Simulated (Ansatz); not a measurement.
Ansatz input

```yaml
crystal:
  lattice:
    - [0.0, 2.1101716159, 2.1101716159]
    - [2.1101716159, 0.0, 2.1101716159]
    - [2.1101716159, 2.1101716159, 0.0]
  atoms:
    - { symbol: Nb, position: [0.0, 0.0, 0.0], spin: 1.0 }
hamiltonian:
  xc: pbe
  pseudopotentials:
    kind: paw
    azcp:
      Nb: "pseudopotentials/Nb.paw.azcp"
basis:
  ecutwfc: 420
  fft_grid_basis: typed
kpoints:
  mp_grid: { grid: [21, 21, 21], shift: [0, 0, 0] }
magnetization:
  spin_polarized: true
scf:
  occupations: { method: fermi_dirac, width: 0.05 }
```

Terminal output

```
Engine: ansatz 0.2.0, aarch64-unknown-linux-gnu
Pseudopotentials: kind: paw
Pseudopotential: Nb, paw, valence charge 13, recommended cutoff 420 eV (normal) 
Functional definition: PBE
  parameter kappa = 0.804
  parameter beta = 0.06672455060314922
  exchange = pbe_x(kappa = kappa, mu = beta*pi^2/3)
  correlation = pbe_c(beta = beta)
Crystal: 1 atoms, lattice volume = 18.792 Å³
Basis set: ecut = 420 eV, 339 PW (Γ)
Bands: 11, of which v1, the nominal top of the filled ones, is band 7 counted from 1 (6 counted from 0)
Symmetry: 48 space group operations
Space group: Fm-3m (ITA 225), of the structure as read, at distance tolerance 2.7e-5 Å
Magnetic group: BNS 225.116 (UNI 1618), of the structure as read, at distance tolerance 2.7e-5 Å
k-points: 286 of 9261
Non-local potential: Nb, projectors of the file, l = 0: 3, l = 1: 2, l = 2: 2, l = 3: 1
PAW form: soft (Blöchl's): semilocal exchange-correlation on the pseudo side does not see the compensation charge
PAW one-centre angular grid: Nb, 590 points (default); XC on 64 Gauss nodes
Initial density: superposition of atomic densities (chi_scale 0.1, normalization cell)
Starting moments: Σ|m| = 1 μB on 1 of 1 site
Initial wavefunctions: pseudopotential atomic-orbital guess
Functional: x = pbe(κ = 0.804, μ = 0.2195149727645171), c = pbe(β = 0.06672455060314922)
SCF iter   1: F=—  HF=-4552.377594 eV  |F-HF|=—  |Δ(HF+E_count)|=         —  Δρ=5.67e-2 (↑5.67e-2 ↓2.89e-2)  dr2=1.21e0  dr2_m=1.06e-1  M=0.297 μB ∫|m|=0.297 μB  β_m=0.30  ethr=3.10e-3  ⟨swp⟩=5.1  Hψ=35955  notcnv=0
Mixer restart at iter 1: flushing history
SCF iter   2: F=—  HF=-4552.048555 eV  |F-HF|=—  |Δ(HF+E_count)|=   3.29e-1  Δρ=3.53e-2 (↑3.53e-2 ↓1.93e-2)  dr2=3.28e-1  dr2_m=6.02e-2  M=0.243 μB ∫|m|=0.243 μB  β_m=0.47  ethr=3.10e-3  ⟨swp⟩=3.0  Hψ=16164  notcnv=0  defer=44
SCF iter   3: F=—  HF=-4551.962291 eV  |F-HF|=—  |Δ(HF+E_count)|=   8.63e-2  Δρ=1.03e-2 (↑1.03e-2 ↓9.69e-3)  dr2=9.67e-3  dr2_m=1.16e-2  M=0.130 μB ∫|m|=0.130 μB  β_m=0.70  ethr=2.52e-3  ⟨swp⟩=2.8  Hψ=11781  notcnv=0  defer=44
SCF iter   4: F=—  HF=-4551.965148 eV  |F-HF|=—  |Δ(HF+E_count)|=   2.86e-3  Δρ=1.78e-3 (↑1.78e-3 ↓1.71e-3)  dr2=3.93e-5  dr2_m=5.05e-4  M=0.038 μB ∫|m|=0.038 μB  β_m=0.85  ethr=7.44e-5  ⟨swp⟩=1.8  Hψ=10242  notcnv=0  defer=44
SCF iter   5: F=—  HF=-4551.965646 eV  |F-HF|=—  |Δ(HF+E_count)|=   4.98e-4  Δρ=4.22e-4 (↑4.13e-4 ↓4.22e-4)  dr2=7.84e-6  dr2_m=2.79e-5  M=0.010 μB ∫|m|=0.010 μB  β_m=0.93  ethr=3.02e-7  ⟨swp⟩=2.2  Hψ=9358  notcnv=0  defer=44
SCF iter   6: F=—  HF=-4551.965693 eV  |F-HF|=—  |Δ(HF+E_count)|=   4.70e-5  Δρ=3.71e-5 (↑3.71e-5 ↓3.14e-5)  dr2=3.30e-8  dr2_m=1.78e-7  M=0.001 μB ∫|m|=0.001 μB  β_m=0.96  ethr=6.03e-8  ⟨swp⟩=2.0  Hψ=8820  notcnv=0  defer=44
SCF iter   7: F=—  HF=-4551.965693 eV  |F-HF|=—  |Δ(HF+E_count)|=   7.92e-7  Δρ=4.23e-6 (↑4.23e-6 ↓3.71e-6)  dr2=3.11e-9  dr2_m=2.09e-9  M=0.000 μB ∫|m|=0.000 μB  β_m=0.98  ethr=2.54e-10  ⟨swp⟩=2.4  Hψ=10633  notcnv=0  defer=44
SCF iter   8: F=—  HF=-4551.965693 eV  |F-HF|=—  |Δ(HF+E_count)|=   1.07e-8  Δρ=4.03e-7 (↑3.45e-7 ↓4.03e-7)  dr2=1.91e-12  dr2_m=2.32e-11  M=-0.000 μB ∫|m|=0.000 μB  β_m=0.99  ethr=2.39e-11  ⟨swp⟩=2.0  Hψ=9535  notcnv=0  defer=44
SCF iter   9: F=-4551.965693 eV  HF=-4551.965693 eV  |F-HF|=0.00e0  |Δ(HF+E_count)|=  9.09e-11  Δρ=5.32e-8 (↑5.32e-8 ↓4.22e-8)  dr2=1.34e-12  dr2_m=1.14e-13  M=-0.000 μB ∫|m|=0.000 μB  ethr=1.00e-12  ⟨swp⟩=1.0  Hψ=16258  notcnv=0
SCF 1 converged in 9 iterations: F = -4551.965693 eV  dr2 = 1.34e-12
WARN: the starting moments were not kept: the SCF closed with an absolute magnetisation of 3.4e-7 μB, where they sum to 1 μB in size (1 site). That is at most 0.1 of that sum. Measured as dr2_m measures the in/out step, that magnetisation stands 1.8e-14 eV from none, at or under the dr2_threshold of 1.0e-7 eV: it is no larger than a step whose dr2_m would equal this threshold. The system may hold no moment; this SCF shows only that its start led to no more than that. To try another start: raise the starting moments (crystal.atoms[].spin, magnetization.per_species, magnetization.initial_magnetization, or on a non-collinear deck that types none of these the spinor_matrix: blocks that start its atoms; where the total moment is fixed, keep their sum and leave initial_magnetization as it is; typed ones take the place of any that the run laid by itself, positive ones on a crystal's lanthanoids without a Hubbard term where scf.initial_density.shell_occupations: [] is typed) or, if the notice of its spin-set hold's release reads "site moments contracting" or "site moments show no strong build", lengthen the hold (scf.mixing.spin_hold: { on: { confirm: 4 } }; for m-r²SCAN on two components see the key's manual first). Each may lead to a state that holds a moment. A second SCF, from the converged charge density, with the starting moments and any scf.initial_density.shell_occupations laid on it anew, would have followed, and was not run: the deck does not ask for one (magnetization.retry_lost_moments is false, the default). To let it run, set magnetization.retry_lost_moments: true and run the deck again, where that key's refused combinations let it; where memory then withholds it, that run's warning says so.
SCF converged after 9 iterations
Magnetization: -0.0000 μB (6.5000 up, 6.5000 down)
Absolute magnetization: 0.0000 μB (∫|ρ↑−ρ↓|, with the PAW one-centre terms)
Spin contamination: 0.0000 ħ² per cell (⟨S²⟩ above its minimum at these occupations)
Per-site moments (μB) at R_I (Å): [(-1.556129417167141e-7, 1.2309962437329685)]
Free energy (F): -4551.965693 eV
Harris-Foulkes:  -4551.965693 eV  (|F-HF|=0.00e0)
Internal energy: -4551.953256 eV  (E = F + TS)
E sigma→0 (E₀):  -4551.959475 eV
Entropy (-TS):   -0.012437 eV (-12.437 meV/atom)
Fermi energy:    17.278919 eV
--- Per-component energies (eV) ---
  E_band       = -78.589925
  E_kinetic    = 393.920448
  E_local      = -718.056132  (includes V_loc(G=0)·N_el)
  E_nonlocal   = 119.567807
  E_hartree    = 223.007060
  E_xc         = -175.252927
  E_vxc        = -212.545367  (∫ρ·V_xc dr)
  E_paw        = -3073.274801  (= ΣΔE_a)
  E_vpaw       = -107.490840  (= ΣTr[D̂ρ^β])
  E_aug_tail   = 0.000008  (compensation charges beyond the density's cutoff)
  E_ewald      = -1321.864720
  E_smearing   = -0.012437  (= −TS)
  E_closure    = -0.000000  (closes the sum)
  Σ components = -4551.965693   (vs F -4551.965693, Δ=0.00e0)
```
